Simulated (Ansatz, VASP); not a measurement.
# Cross-check of MoS2 (2H-MoS2, 1 layer) between VASP and Ansatz, part 2 of 2

Aim: how closely do two programs agree when they are given the same cell, functional and k mesh? Of the first pair: The structure shown is the start of the Ansatz relaxation below; VASP solves that cell, so the two are compared at the walk's first step.

VASP 6.6.1 and Ansatz 0.2.0.

So far: Set-up; Ansatz: relaxation, PBE; VASP: single point, PBE, start cell, pair 1.

### Step 4. Differences

Known differences besides the potentials themselves: the cutoff is 420 eV in Ansatz and 400 eV in VASP. Total energies have different zeros and are not compared.

Forces (eV/Å; atoms numbered as in POSCAR):

| atom | Ansatz x, y, z | VASP x, y, z |
| --- | --- | --- |
| S1 | 0.000, 0.000, 1.139 | 0.000, 0.000, 1.143 |
| S2 | 0.000, 0.000, -1.139 | 0.000, 0.000, -1.143 |
| Mo3 | 0.000, 0.000, 0.000 | 0.000, 0.000, 0.000 |

The forces differ by 1.9 meV/Å r.m.s., which is 0.4 % of the r.m.s. force of 0.539 eV/Å (both taken over all components). With vacuum in the cell, a pressure given here is an average over mostly empty space and none of the material.

### Step 5. Ansatz: relaxation, PBE

This run makes the geometry at which the two programs are then compared.

The structure compared here is the end of the Ansatz relaxation.

The input, input.yaml:

```yaml
crystal:
  lattice:
    - [3.18, 0.0, 0.0]
    - [-1.59, 2.753960784, 0.0]
    - [0.0, 0.0, 18.262597738]
  atoms:
    - { symbol: S, position: [0.3333333333, 0.6666666667, 0.4106754202] }
    - { symbol: Mo, position: [0.0, 0.0, 0.5] }
    - { symbol: S, position: [0.3333333333, 0.6666666667, 0.5893245798] }
kpoints:
  mp_grid: { grid: [12, 12, 1] }
hamiltonian:
  xc: pbe
scf:
  occupations: { method: fermi_dirac, width: 0.05 }
  convergence: { dr2_threshold: 1.0e-08 }
efield:
  axis: 3
  dipole_correction: true
  ramp_position: 0.97
  ramp_width: 0.04
relax:
  f_tol: 0.01
  cell: { fix: [c, alpha, beta] }
output:
  write_potential: true
  write_density: true
  volumetric_format: npy
```

Command:

```bash
$ ansatz run input.yaml --threads 2 --pin off --max-ram 4096MiB --backend cpu --events-out ev --progress --plain --runs-dir out
```

Numbers of over 12 decimals in the logs are rounded to 6 here.

Log:

```text
[...]
Crystal: 3 atoms, lattice volume = 159.936 Å³
Basis set: ecut = 420 eV, 3121 PW (Γ), exchange–correlation on 48×48×250 points (8 copies of the dense FFT grid, shifted against one another)
[...]
cell:  # Å, volume = 160.4159 Å³
    - [3.184763, 0.0, 0]
    - [-1.592381, 2.758086, 0]
    - [0, 0, 18.262597738]
  atoms:
    - { symbol: S, position: [0.333333, 0.666667, 0.414417] }
    - { symbol: Mo, position: [0, -2.8783559898885975e-17, 0.500000] }
    - { symbol: S, position: [0.333333, 0.666667, 0.585583] }
[key lines of the parts left out:]
SCF converged after 4 iterations
Free energy (F): -6762.816015 eV
Fermi energy:    0.311658 eV
Dipole field:    D = 0.000004 V/Å  (p = 0.000003 e·Å, saw-weighted, corrected)
Work function:   Φ+ = 5.0921 eV   Φ− = 5.0921 eV
P = ⅓ Tr σ = -0.0121 GPa (-0.121 kbar)
```

### Step 6. VASP: single point, PBE, relaxed cell, pair 2

The same cell, functional, mesh and smearing now go to VASP, with its own data sets.

The input, INCAR:

```
SYSTEM = MoS2
PREC = Accurate
ENCUT = 500
EDIFF = 1E-06
NELM = 120
ISMEAR = -1
SIGMA = 0.05
LREAL = .FALSE.
ALGO = Normal
GGA = PE
NBANDS = 19
LASPH = .TRUE.
LORBIT = 11
LWAVE = .FALSE.
LCHARG = .FALSE.
ISIF = 2
LDIPOL = .TRUE.
IDIPOL = 3
DIPOL = 0.5 0.5 0.5
LVHAR = .TRUE.
GGA_COMPAT = .FALSE.
EFERMI = MIDGAP
NELMDL = -8
```

The input, POSCAR:

```
MoS2
1.0
    3.1847629466      0.0000000000      0.0000000000
   -1.5923814733      2.7580856168      0.0000000000
    0.0000000000      0.0000000000     18.2625977380
S Mo
2 1
Direct
    0.3333333333      0.6666666667      0.4144167159
    0.3333333333      0.6666666667      0.5855832929
    0.0000000000      0.0000000000      0.5000000044
```

The input, KPOINTS:

```
Automatic mesh
0
Gamma
12 12 1
0 0 0
```

PAW data sets: S and Mo_sv (PBE family, release 64).

Command:

```bash
$ mpirun -np 1 vasp_std
```

Log:

```text
[... set-up lines as in an earlier step ...]
 entering main loop
       N       E                     dE             d eps       ncg     rms          rms(c)
DAV:   1     0.146737589241E+03    0.14674E+03   -0.13582E+04   970   0.107E+03
DAV:   2    -0.132874671759E+02   -0.16003E+03   -0.15704E+03   933   0.244E+02
DAV:   3    -0.232411941674E+02   -0.99537E+01   -0.98818E+01   983   0.543E+01
DAV:   4    -0.233762014557E+02   -0.13501E+00   -0.13478E+00   869   0.676E+00
[...]
DAV:  23    -0.218525676230E+02   -0.36598E-05   -0.91017E-08   630   0.126E-03    0.772E-04
DAV:  24    -0.218525698700E+02   -0.22470E-05   -0.91075E-08   604   0.716E-04    0.418E-04
DAV:  25    -0.218525707237E+02   -0.85371E-06   -0.38148E-08   533   0.509E-04
   1 F= -.21852571E+02 E0= -.21852571E+02  d E =-.472036E-08
```

OUTCAR, selected parts (step 6):

```text
  Total       -0.0442855     -0.0442855     -0.0766253     -0.0000000     -0.0000000      0.0000000
  in kB       -0.4423079     -0.4423079     -0.7653064     -0.0000000     -0.0000000      0.0000000
  external PRESSURE =      -0.5499741 kB  Pullay stress =       0.0000000 kB

 POSITION                                       TOTAL-FORCE (eV/Angst)
 -----------------------------------------------------------------------------------
     -0.00000      1.83872      7.56833         0.000000     -0.000000      0.017307
     -0.00000      1.83872     10.69427         0.000000     -0.000000     -0.017307
      0.00000      0.00000      9.13130        -0.000000      0.000000      0.000000
 -----------------------------------------------------------------------------------
    total drift:                                0.000000     -0.000000     -0.000429

  FREE ENERGIE OF THE ION-ELECTRON SYSTEM (eV)
  ---------------------------------------------------
  free  energy   TOTEN  =       -21.8525707237 eV

  energy  without entropy=      -21.8525707190  energy(sigma->0) =      -21.85257072

[... 1 part as in an earlier step ...]

[... 2 further parts left out ...]
[key lines of the parts left out:]
E-fermi :  -0.8062
```

### Step 7. Comparison

What differs besides the data sets and the points named for the pairs above, as far as they apply: the cutoff is 420 eV in Ansatz and 500 eV in VASP; Ansatz's pressure holds a Pulay correction, VASP's none. Total energies have different zeros and are not compared.

Compared:

| quantity | Ansatz | VASP | difference |
| --- | --- | --- | --- |
| pressure (GPa) | -0.01 | -0.06 | +0.04 |
| gap on the k mesh (eV) | 1.657 | 1.669 | -0.012 |

At this near-relaxed geometry the largest component of a force difference is 11 meV/Å. A gap on the mesh is an upper bound, since the band edges may lie between its points. With vacuum in the cell, a pressure given here is an average over mostly empty space and none of the material.

### Step 8. Outcome

```
r.m.s. force difference (single point, PBE, start cell, pair 1)           : 0.36 % of the r.m.s. force
difference in gap on the k mesh (single point, PBE, relaxed cell, pair 2) : -0.012 eV
```

What this shows: The difference in gap on the k mesh is -0.012 eV (single point, PBE, relaxed cell, pair 2), within the 0.08 eV picked in this series as the mark of a large difference. How closely two codes agree says nothing of how well the functional describes the real material.

[Lines on the potential files, build, host, timing and source positions are cut from VASP's logs without a mark.]

[Logs are printed without paths, hosts, clocks, repeated set-up lines and the standing remarks that a program may print on its own settings, such as how far it seeks lower states.]

[Hosts, paths, dates, database ids (printed as entryN), source tags and the programs' standing remarks are cut or masked in the printed files.]
